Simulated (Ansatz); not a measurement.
**GaP: levels with and without spin–orbit coupling**

```
Ga P
1.0
     0.00000    2.72525    2.72525
     2.72525    0.00000    2.72525
     2.72525    2.72525    0.00000
Ga P
1 1
Cartesian
  0.0000 0.0000 0.0000
  4.0879 4.0879 4.0879
```

Atoms are numbered in the order listed.

The cell is COD entry 9008846, as deposited and not checked against the literature; nothing was relaxed.

Methods: DFT, PBE, all-electron LAPW, scalar-relativistic (Ansatz 0.2.0); DFT, PBE, all-electron LAPW, Dirac equation with spin-orbit coupling (Ansatz 0.2.0).

Settings: a Γ-centred 10×10×10 k mesh, Fermi–Dirac smearing of 0.05 eV, basis error target 0.5 meV/atom, no spin polarisation.

Levels between -6 and 3 eV, each run counted from its own valence-band top. Scalar levels are listed once for both spins; with the coupling every spinor state is counted. Levels near the edges of the range can cross them.

Question: At Γ (0.000, 0.000, 0.000) the scalar-relativistic levels are 0.00 (×3), 1.83. What are they with spin–orbit coupling?

Answer: -0.08 (×2), 0.00 (×4), 1.80 (×2).

Question: At K (-0.375, 0.000, 0.375) the scalar-relativistic levels are -3.93, -2.25, 2.19. What are they with spin–orbit coupling?

Answer: -3.97, -3.95, -2.28 (×2), 2.16, 2.17.

Question: At X (-0.500, -0.500, 0.000) the scalar-relativistic levels are -2.68 (×2), 1.66, 1.83. What are they with spin–orbit coupling?

Answer: -2.72 (×2), -2.70 (×2), 1.63 (×2), 1.80 (×2).

Question: Without the coupling the gap is 1.60 eV, indirect from Γ to the line Γ–X (-0.5, -0.5, 0). And with it?

Answer: 1.58 eV, indirect from Γ to the line Γ–X (-0.5, -0.5, 0).
